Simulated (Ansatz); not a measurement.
The crystal is CdSe (F-43m).

```xyz
2
Lattice="0.0000 3.0250 3.0250 3.0250 0.0000 3.0250 3.0250 3.0250 0.0000" Properties=species:S:1:pos:R:3 pbc="T T T"
Cd    0.0000    0.0000    0.0000
Se    4.5375    4.5375    4.5375
```

Geometry: measured lattice cell, ions relaxed with PBE; the structure entry is the Materials Project's. The runs that relaxed it are not among those shown.

Gaps computed with Ansatz 0.2.0 without a self-energy: PBE 0.64 eV, PBE+SOC 0.52 eV, PBE0 2.25 eV and DDH-PBE0 1.45 eV. The mean ε∞ by PBE perturbation theory is 7.69.

Question: What gap should G0W0 on PBE give (4×4×4 mesh, 355 empty bands, screening to 200 eV, PAW set soft_1 files)?

About 1.21 eV: on its mesh the run moves the gap from 0.63 eV by +0.58 eV. Among the scalar-relativistic levels given, DDH-PBE0 is nearest (+0.24 eV). One-shot corrections scale roughly with one over ε∞, here 0.13. Spin-orbit coupling is not in that value; its −0.12 eV at the PBE level would bring it to about 1.09 eV. Bands and cutoff are finite, so the gap is not at the basis limit. The miss can reach some tenths of an eV and take either sign; the mesh is an error of its own. The 4×4×4 mesh is coarse for this cell (its supercell is 17 Å along the shortest edge). The RPA ε∞ on it, from the PBE start, is 37.56; such meshes misread the long-range screening, most where the gap is narrow. The RPA ε∞ on this mesh reaches over 25; with a narrow direct gap a coarse mesh can overstate it, and the correction is then too small. The many-body steps are scalar-relativistic: spin-orbit coupling is not in them.

[Paths, hosts, dates, memory and timing lines, banners, echoed tables and standing remarks are left out of the program output.]

[Logs are printed without paths, hosts, clocks, repeated set-up lines and the standing remarks that a program may print on its own settings, such as how far it seeks lower states.]

[Runs of the session that timed out or met a known fault of the program may be left out.]

[Cells called generated may have been cut or substituted from an entry of the Crystallography Open Database or the Materials Project.]

[Hosts, paths, dates, database ids (printed as entryN), source tags and the programs' standing remarks are cut or masked in the printed files.]
